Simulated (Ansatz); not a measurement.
# Titanium, hcp under r²SCAN: convergence with the Methfessel-Paxton smearing

A convergence test of the Methfessel-Paxton smearing width. The geometry was relaxed under r²SCAN beforehand and stays fixed; 7 values are run, from 0.01 to 1.0 eV. Wanted are the values from which on the energy stays within 10 and 1 meV/atom, and the pressure within 0.5 GPa, of the narrowest run. Within the series other settings stay, but some runs also write fields, which adds to their time. Spin polarisation is left out.

Program: Ansatz 0.2.0. Level of theory: DFT r²SCAN, plane waves with PAW, scalar-relativistic. These are calculated values, not measurements.

## (1) The starting structure

It takes space group P6_3/mmc (No. 194, hexagonal). Conventional cell: a = 2.936 Å, b = 2.936 Å, c = 4.642 Å, α = 90.00°, β = 90.00°, γ = 120.00°. Ti (site symmetry -6m2) has 12 Ti at 2.87 to 2.94 Å as nearest neighbours.

As a file:

```cif
data_structure
_symmetry_space_group_name_H-M 'P6_3/mmc'
_symmetry_Int_Tables_number 194
_cell_length_a 2.9359
_cell_length_b 2.9359
_cell_length_c 4.6416
_cell_angle_alpha 90.000
_cell_angle_beta 90.000
_cell_angle_gamma 120.000
_cell_volume 34.65
loop_
_atom_site_label
_atom_site_type_symbol
_atom_site_symmetry_multiplicity
_atom_site_Wyckoff_symbol
_atom_site_fract_x
_atom_site_fract_y
_atom_site_fract_z
_atom_site_occupancy
Ti1 Ti 2 c 0.33333 0.66667 0.25000 1
```

## (2) Run at 0.01 eV

The run at 0.01 eV.

The input, input.yaml:

```yaml
crystal:
  lattice:
    - [2.9358559451, 0.0, 0.0]
    - [-1.4679279726, 2.5425258303, 0.0]
    - [0.0, 0.0, 4.6416239676]
  atoms:
    - { symbol: Ti, position: [0.3333333333, 0.6666666667, 0.25] }
    - { symbol: Ti, position: [0.6666666667, 0.3333333333, 0.75] }
hamiltonian:
  xc: r2scan
  pseudopotentials:
    kind: paw
    azcp:
      Ti: "pseudopotentials/Ti.paw.azcp"
basis:
  ecutwfc: 500
  fft_grid_basis: typed
kpoints:
  mp_grid: { grid: [12, 12, 7], shift: [0, 0, 0] }
magnetization:
  spin_polarized: false
scf:
  occupations: { method: methfessel_paxton, width: 0.01 }
  lower_state_search: "off"
output:
  stress: true
```

On the command line:

```sh
ansatz run input.yaml --threads 1 --pin off --max-ram 3584MiB --backend cpu --events-out ev --progress --plain --runs-dir out
```

Log, shortened:

```text
[...]
Pseudopotentials: kind: paw
Pseudopotential: Ti, paw, valence charge 12, recommended cutoff 500 eV (meta_gga), <dir>
Functional definition: r2SCAN
[...]
Crystal: 2 atoms, lattice volume = 34.647 Å³
Basis set: ecut = 500 eV, 881 PW (Γ), exchange–correlation on 96×96×144 points (64 copies of the dense FFT grid, shifted against one another)
Bands: 16, of which v1, the nominal top of the filled ones, is band 12 counted from 1 (11 counted from 0)
Symmetry: 24 space group operations
Space group: P63/mmc (ITA 194), of the structure as read, at distance tolerance 3.3e-5 Å
k-points: 76 of 1008
[...]
SCF iter   1: F=—  HF=-5008.694521 eV  |F-HF|=—  |Δ(HF+E_count)|=         —  Δρ=1.69e-2  dr2=8.94e-2  dr2_τ=1.57e-2  ethr=1.77e-3  ⟨swp⟩=4.2  Hψ=4917  notcnv=0
[...]
SCF iter   6: F=-5008.738744 eV  HF=-5008.738744 eV  |F-HF|=5.43e-9  |Δ(HF+E_count)|=   2.97e-7  S|Δr|=    0.00e0  Δρ=1.20e-5  dr2=3.41e-8  dr2_τ=2.27e-9  ethr=4.17e-10  ⟨swp⟩=5.4  Hψ=5362  notcnv=0
[...]
SCF converged after 6 iterations
Stability not checked: this state was not tested for a lower state beside it, because cold or Methfessel-Paxton smearing, or corrected tetrahedra, fill the levels in a way that the test cannot read (fill_not_monotonic; see scf.lower_state_search)
Free energy (F): -5008.738744 eV
[...]
E sigma→0 (E₀):  -5008.738747 eV
Entropy (-TS):   0.000009 eV (0.004 meV/atom)
Fermi energy:    13.465401 eV
[...]
--- Stress (GPa, compression-positive) ---
       -0.084388       0.000000       0.000000
        0.000000      -0.084388       0.000000
        0.000000       0.000000      -0.361309
  P = ⅓ Tr σ = -0.1767 GPa (-1.767 kbar)
```

Wall time 6.2 s (1 thread of Intel Xeon Platinum 8259CL at 2.50GHz (Skylake/Cascade Lake), shared host); peak memory 0.61 GiB.

## (3) Run at 0.03 eV

The run at 0.03 eV.

input.yaml: that of step 2 with these lines changed.

```diff
@@ -22,3 +22,3 @@
 scf:
-  occupations: { method: methfessel_paxton, width: 0.01 }
+  occupations: { method: methfessel_paxton, width: 0.03 }
   lower_state_search: "off"
```

On the command line:

```sh
ansatz run input.yaml --threads 1 --pin off --max-ram 3584MiB --backend cpu --events-out ev --progress --plain --runs-dir out
```

Log, shortened:

```text
[...]
[... 3 set-up lines as earlier in the session ...]
[...]
Crystal: 2 atoms, lattice volume = 34.647 Å³
Basis set: ecut = 500 eV, 881 PW (Γ), exchange–correlation on 96×96×144 points (64 copies of the dense FFT grid, shifted against one another)
Bands: 16, of which v1, the nominal top of the filled ones, is band 12 counted from 1 (11 counted from 0)
[... 2 set-up lines as earlier in the session ...]
k-points: 76 of 1008
[...]
SCF iter   1: F=—  HF=-5008.694619 eV  |F-HF|=—  |Δ(HF+E_count)|=         —  Δρ=1.69e-2  dr2=8.95e-2  dr2_τ=1.57e-2  ethr=1.77e-3  ⟨swp⟩=4.2  Hψ=4922  notcnv=0
[...]
SCF iter   6: F=-5008.738841 eV  HF=-5008.738841 eV  |F-HF|=6.37e-9  |Δ(HF+E_count)|=   2.17e-8  S|Δr|=    0.00e0  Δρ=5.43e-6  dr2=1.02e-8  dr2_τ=3.69e-10  ethr=1.41e-10  ⟨swp⟩=2.0  Hψ=3933  notcnv=0
[...]
SCF converged after 6 iterations
Stability not checked: this state was not tested for a lower state beside it, because cold or Methfessel-Paxton smearing, or corrected tetrahedra, fill the levels in a way that the test cannot read (fill_not_monotonic; see scf.lower_state_search)
Free energy (F): -5008.738841 eV
[...]
E sigma→0 (E₀):  -5008.738759 eV
Entropy (-TS):   -0.000329 eV (-0.165 meV/atom)
Fermi energy:    13.462873 eV
[...]
--- Stress (GPa, compression-positive) ---
       -0.074741       0.000000       0.000000
        0.000000      -0.074741       0.000000
        0.000000       0.000000      -0.287382
  P = ⅓ Tr σ = -0.1456 GPa (-1.456 kbar)
```

It took 8.3 s on 1 thread of Intel Xeon Platinum 8259CL at 2.50GHz (Skylake/Cascade Lake), shared host; peak memory 0.6 GiB.

## (4) Run at 0.1 eV

The run at 0.1 eV.

input.yaml: that of step 3 with these lines changed.

```diff
@@ -22,3 +22,3 @@
 scf:
-  occupations: { method: methfessel_paxton, width: 0.03 }
+  occupations: { method: methfessel_paxton, width: 0.1 }
   lower_state_search: "off"
```

On the command line:

```sh
ansatz run input.yaml --threads 1 --pin off --max-ram 3584MiB --backend cpu --events-out ev --progress --plain --runs-dir out
```

Log, shortened:

```text
[...]
[... 3 set-up lines as earlier in the session ...]
[...]
Crystal: 2 atoms, lattice volume = 34.647 Å³
Basis set: ecut = 500 eV, 881 PW (Γ), exchange–correlation on 96×96×144 points (64 copies of the dense FFT grid, shifted against one another)
Bands: 16, of which v1, the nominal top of the filled ones, is band 12 counted from 1 (11 counted from 0)
[... 2 set-up lines as earlier in the session ...]
k-points: 76 of 1008
[...]
SCF iter   1: F=—  HF=-5008.695339 eV  |F-HF|=—  |Δ(HF+E_count)|=         —  Δρ=1.68e-2  dr2=8.76e-2  dr2_τ=1.57e-2  ethr=1.77e-3  ⟨swp⟩=3.5  Hψ=5093  notcnv=0
[...]
SCF iter   6: F=-5008.739555 eV  HF=-5008.739555 eV  |F-HF|=1.02e-9  |Δ(HF+E_count)|=   8.49e-9  S|Δr|=    0.00e0  Δρ=3.19e-6  dr2=2.41e-9  dr2_τ=1.16e-10  ethr=2.15e-10  ⟨swp⟩=2.0  Hψ=4153  notcnv=0
[...]
SCF converged after 6 iterations
Stability not checked: this state was not tested for a lower state beside it, because cold or Methfessel-Paxton smearing, or corrected tetrahedra, fill the levels in a way that the test cannot read (fill_not_monotonic; see scf.lower_state_search)
Free energy (F): -5008.739555 eV
[...]
E sigma→0 (E₀):  -5008.739464 eV
Entropy (-TS):   -0.000366 eV (-0.183 meV/atom)
Fermi energy:    13.468257 eV
[...]
--- Stress (GPa, compression-positive) ---
       -0.072515       0.000000       0.000000
        0.000000      -0.072515       0.000000
        0.000000       0.000000      -0.203823
  P = ⅓ Tr σ = -0.1163 GPa (-1.163 kbar)
```

It took 7.2 s on 1 thread of Intel Xeon Platinum 8259CL at 2.50GHz (Skylake/Cascade Lake), shared host; peak memory 0.6 GiB.

## (5) Run at 0.2 eV

The run at 0.2 eV.

input.yaml: that of step 4 with these lines changed.

```diff
@@ -22,3 +22,3 @@
 scf:
-  occupations: { method: methfessel_paxton, width: 0.1 }
+  occupations: { method: methfessel_paxton, width: 0.2 }
   lower_state_search: "off"
@@ -26 +26,5 @@
   stress: true
+  write_density: true
+  write_potential: true
+  elf: true
+  volumetric_format: npy
```

On the command line:

```sh
ansatz run input.yaml --threads 1 --pin off --max-ram 3584MiB --backend cpu --events-out ev --progress --plain --runs-dir out
```

Log, shortened:

```text
[...]
[... 3 set-up lines as earlier in the session ...]
[...]
Crystal: 2 atoms, lattice volume = 34.647 Å³
Basis set: ecut = 500 eV, 881 PW (Γ), exchange–correlation on 96×96×144 points (64 copies of the dense FFT grid, shifted against one another)
Bands: 16, of which v1, the nominal top of the filled ones, is band 12 counted from 1 (11 counted from 0)
[... 2 set-up lines as earlier in the session ...]
k-points: 76 of 1008
[...]
SCF iter   1: F=—  HF=-5008.694101 eV  |F-HF|=—  |Δ(HF+E_count)|=         —  Δρ=1.68e-2  dr2=8.71e-2  dr2_τ=1.57e-2  ethr=1.77e-3  ⟨swp⟩=3.2  Hψ=4583  notcnv=0
[...]
SCF iter   6: F=-5008.738391 eV  HF=-5008.738391 eV  |F-HF|=4.56e-10  |Δ(HF+E_count)|=   2.21e-8  S|Δr|=    0.00e0  Δρ=4.38e-6  dr2=3.51e-9  dr2_τ=3.05e-10  ethr=4.17e-10  ⟨swp⟩=7.1  Hψ=7145  notcnv=0
[...]
SCF converged after 6 iterations
Stability not checked: this state was not tested for a lower state beside it, because cold or Methfessel-Paxton smearing, or corrected tetrahedra, fill the levels in a way that the test cannot read (fill_not_monotonic; see scf.lower_state_search)
Free energy (F): -5008.738391 eV
[...]
E sigma→0 (E₀):  -5008.739563 eV
Entropy (-TS):   0.004688 eV (2.344 meV/atom)
Fermi energy:    13.470623 eV
[...]
--- Stress (GPa, compression-positive) ---
       -0.100485       0.000000       0.000000
        0.000000      -0.100485       0.000000
        0.000000       0.000000      -0.256406
  P = ⅓ Tr σ = -0.1525 GPa (-1.525 kbar)
--- Band table (eV; the first three rows and the last of 76) ---
  k-point 0: bands = ["-45.8027", "-45.6574", "-21.3537", "-20.6856", "-20.6856", "-20.6100", "-20.5814", "-20.5814", "6.8056", "10.5857", "14.0467", "14.3140", "14.3140", "14.4345", "14.8486", "14.8486"]
[...]
```

It took 8.5 s on 1 thread of Intel Xeon Platinum 8259CL at 2.50GHz (Skylake/Cascade Lake), shared host; peak memory 0.6 GiB.

## (6) Run at 0.3 eV

The run at 0.3 eV.

input.yaml: that of step 5 with these lines changed.

```diff
@@ -22,3 +22,3 @@
 scf:
-  occupations: { method: methfessel_paxton, width: 0.2 }
+  occupations: { method: methfessel_paxton, width: 0.3 }
   lower_state_search: "off"
@@ -26,5 +26 @@
   stress: true
-  write_density: true
-  write_potential: true
-  elf: true
-  volumetric_format: npy
```

On the command line:

```sh
ansatz run input.yaml --threads 1 --pin off --max-ram 3584MiB --backend cpu --events-out ev --progress --plain --runs-dir out
```

Log, shortened:

```text
[...]
[... 3 set-up lines as earlier in the session ...]
[...]
Crystal: 2 atoms, lattice volume = 34.647 Å³
Basis set: ecut = 500 eV, 881 PW (Γ), exchange–correlation on 96×96×144 points (64 copies of the dense FFT grid, shifted against one another)
Bands: 16, of which v1, the nominal top of the filled ones, is band 12 counted from 1 (11 counted from 0)
[... 2 set-up lines as earlier in the session ...]
k-points: 76 of 1008
[...]
SCF iter   1: F=—  HF=-5008.690904 eV  |F-HF|=—  |Δ(HF+E_count)|=         —  Δρ=1.68e-2  dr2=8.71e-2  dr2_τ=1.57e-2  ethr=1.77e-3  ⟨swp⟩=3.2  Hψ=4298  notcnv=0
[...]
SCF iter   6: F=-5008.735126 eV  HF=-5008.735126 eV  |F-HF|=6.68e-10  |Δ(HF+E_count)|=   4.07e-8  S|Δr|=    0.00e0  Δρ=4.96e-6  dr2=4.48e-9  dr2_τ=3.82e-10  ethr=4.17e-10  ⟨swp⟩=3.9  Hψ=3707  notcnv=0
[...]
SCF converged after 6 iterations
Stability not checked: this state was not tested for a lower state beside it, because cold or Methfessel-Paxton smearing, or corrected tetrahedra, fill the levels in a way that the test cannot read (fill_not_monotonic; see scf.lower_state_search)
Free energy (F): -5008.735126 eV
[...]
E sigma→0 (E₀):  -5008.738403 eV
Entropy (-TS):   0.013107 eV (6.554 meV/atom)
Fermi energy:    13.461661 eV
[...]
--- Stress (GPa, compression-positive) ---
       -0.142441       0.000000       0.000000
        0.000000      -0.142441       0.000000
        0.000000       0.000000      -0.297516
  P = ⅓ Tr σ = -0.1941 GPa (-1.941 kbar)
```

Wall time 5.4 s (1 thread of Intel Xeon Platinum 8259CL at 2.50GHz (Skylake/Cascade Lake), shared host); peak memory 0.6 GiB.

## (7) Run at 0.6 eV

The run at 0.6 eV.

input.yaml: that of step 6 with these lines changed.

```diff
@@ -22,3 +22,3 @@
 scf:
-  occupations: { method: methfessel_paxton, width: 0.3 }
+  occupations: { method: methfessel_paxton, width: 0.6 }
   lower_state_search: "off"
```

On the command line:

```sh
ansatz run input.yaml --threads 1 --pin off --max-ram 3584MiB --backend cpu --events-out ev --progress --plain --runs-dir out
```

Log, shortened:

```text
band count auto-derived: 17 (N_el = 24.0; filled up to band 12; 16 by the electrons, moments and atoms)
[...]
[... 3 set-up lines as earlier in the session ...]
[...]
Crystal: 2 atoms, lattice volume = 34.647 Å³
Basis set: ecut = 500 eV, 881 PW (Γ), exchange–correlation on 96×96×144 points (64 copies of the dense FFT grid, shifted against one another)
Bands: 17, of which v1, the nominal top of the filled ones, is band 12 counted from 1 (11 counted from 0)
[... 2 set-up lines as earlier in the session ...]
k-points: 76 of 1008
[...]
SCF iter   1: F=—  HF=-5008.664245 eV  |F-HF|=—  |Δ(HF+E_count)|=         —  Δρ=1.68e-2  dr2=8.74e-2  dr2_τ=1.56e-2  ethr=1.77e-3  ⟨swp⟩=3.3  Hψ=4482  notcnv=0
[...]
SCF iter   6: F=-5008.707953 eV  HF=-5008.707953 eV  |F-HF|=1.75e-9  |Δ(HF+E_count)|=   7.54e-8  S|Δr|=    0.00e0  Δρ=5.74e-6  dr2=5.89e-9  dr2_τ=5.78e-10  ethr=4.17e-10  ⟨swp⟩=4.0  Hψ=3953  notcnv=0
[...]
SCF converged after 6 iterations
Stability not checked: this state was not tested for a lower state beside it, because cold or Methfessel-Paxton smearing, or corrected tetrahedra, fill the levels in a way that the test cannot read (fill_not_monotonic; see scf.lower_state_search)
Free energy (F): -5008.707953 eV
[...]
E sigma→0 (E₀):  -5008.727851 eV
Entropy (-TS):   0.079592 eV (39.796 meV/atom)
Fermi energy:    13.415602 eV
Step filling:    the computed levels leave a gap of 0.0003 eV = 0.0 smearing widths at the electron count; against every level under it full and every level over it empty, smearing changes F+E_penalty+E_count by +30.784 meV and its σ→0 estimate by +10.886 meV
[...]
--- Stress (GPa, compression-positive) ---
       -0.342107       0.000000       0.000000
        0.000000      -0.342107       0.000000
        0.000000       0.000000      -0.525201
  P = ⅓ Tr σ = -0.4031 GPa (-4.031 kbar)
```

It took 7.1 s on 1 thread of Intel Xeon Platinum 8259CL at 2.50GHz (Skylake/Cascade Lake), shared host; peak memory 0.61 GiB.

## (8) Run at 1.0 eV

The run at 1.0 eV.

input.yaml: that of step 7 with these lines changed.

```diff
@@ -22,3 +22,3 @@
 scf:
-  occupations: { method: methfessel_paxton, width: 0.6 }
+  occupations: { method: methfessel_paxton, width: 1.0 }
   lower_state_search: "off"
@@ -26 +26,5 @@
   stress: true
+  write_density: true
+  write_potential: true
+  elf: true
+  volumetric_format: npy
```

On the command line:

```sh
ansatz run input.yaml --threads 1 --pin off --max-ram 3584MiB --backend cpu --events-out ev --progress --plain --runs-dir out
```

Log, shortened:

```text
band count auto-derived: 19 (N_el = 24.0; filled up to band 12; 16 by the electrons, moments and atoms)
[...]
[... 3 set-up lines as earlier in the session ...]
[...]
Crystal: 2 atoms, lattice volume = 34.647 Å³
Basis set: ecut = 500 eV, 881 PW (Γ), exchange–correlation on 96×96×144 points (64 copies of the dense FFT grid, shifted against one another)
Bands: 19, of which v1, the nominal top of the filled ones, is band 12 counted from 1 (11 counted from 0)
[... 2 set-up lines as earlier in the session ...]
k-points: 76 of 1008
[...]
SCF iter   1: F=—  HF=-5008.611591 eV  |F-HF|=—  |Δ(HF+E_count)|=         —  Δρ=1.60e-2  dr2=8.10e-2  dr2_τ=1.53e-2  ethr=1.77e-3  ⟨swp⟩=3.5  Hψ=4851  notcnv=0
[...]
Free energy (F): -5008.654209 eV
[...]
E sigma→0 (E₀):  -5008.681084 eV
Entropy (-TS):   0.107499 eV (53.749 meV/atom)
Fermi energy:    13.384463 eV
Step filling:    the computed levels leave a gap of 0.0079 eV = 0.0 smearing widths at the electron count; against every level under it full and every level over it empty, smearing changes F+E_penalty+E_count by +85.177 meV and its σ→0 estimate by +58.303 meV
[...]
--- Stress (GPa, compression-positive) ---
       -0.589767      -0.000000       0.000000
       -0.000000      -0.589767       0.000000
        0.000000       0.000000       0.086355
  P = ⅓ Tr σ = -0.3644 GPa (-3.644 kbar)
--- Band table (eV; the first three rows and the last of 76) ---
  k-point 0: bands = ["-45.7982", "-45.6528", "-21.3248", "-20.6940", "-20.6940", "-20.5899", "-20.5899", "-20.5796", "6.8017", "10.5892", "14.0573", "14.3050", "14.3050", "14.4531", "14.8386", "14.8386", "15.2785", "15.2785", "16.8489"]
[...]
```

It took 8.1 s on 1 thread of Intel Xeon Platinum 8259CL at 2.50GHz (Skylake/Cascade Lake), shared host; peak memory 0.63 GiB.

## (9) Convergence table

Energies count from the run at 0.01 eV.

| smearing (eV) | F (meV/atom) | E(σ → 0) (meV/atom) | P (GPa) | SCF cycles | CPU time |
| --- | --- | --- | --- | --- | --- |
| 0.01 | 0.00 | 0.00 | -0.18 | 6 | 6.2 s |
| 0.03 | -0.05 | -0.01 | -0.15 | 6 | 8.3 s |
| 0.1 | -0.41 | -0.36 | -0.12 | 6 | 7.3 s |
| 0.2 | 0.18 | -0.41 | -0.15 | 6 | 8.5 s |
| 0.3 | 1.81 | 0.17 | -0.19 | 6 | 5.4 s |
| 0.6 | 15.40 | 5.45 | -0.40 | 6 | 7.1 s |
| 1.0 | 42.27 | 28.83 | -0.36 | 6 | 8.1 s |

## (10) What came out

| quantity | value |
| --- | --- |
| E(σ → 0) stays within 10 meV/atom of 0.01 eV | up to 0.6 eV |
| E(σ → 0) stays within 1 meV/atom | up to 0.3 eV |
| pressure stays within 0.5 GPa | up to 1.0 eV |
| pressure at 0.01 eV | -0.18 GPa |
| energy of a separate run on a finer mesh (20×20×11) | +0.6 meV/atom from 0.01 eV |

In words: The far end, 1.0 eV, lies +28.8 meV/atom and -0.2 GPa from the yardstick. Over the range F shifts by +42.3 meV/atom, while E(σ → 0) shifts by +28.8. This scheme cancels the term in the square of the width, so F moves little up to 0.2 eV. The mesh (12×12×7) is fixed, so the narrowest widths carry a k-point error of their own. A run on a finer mesh agrees with the yardstick to 1 meV/atom.
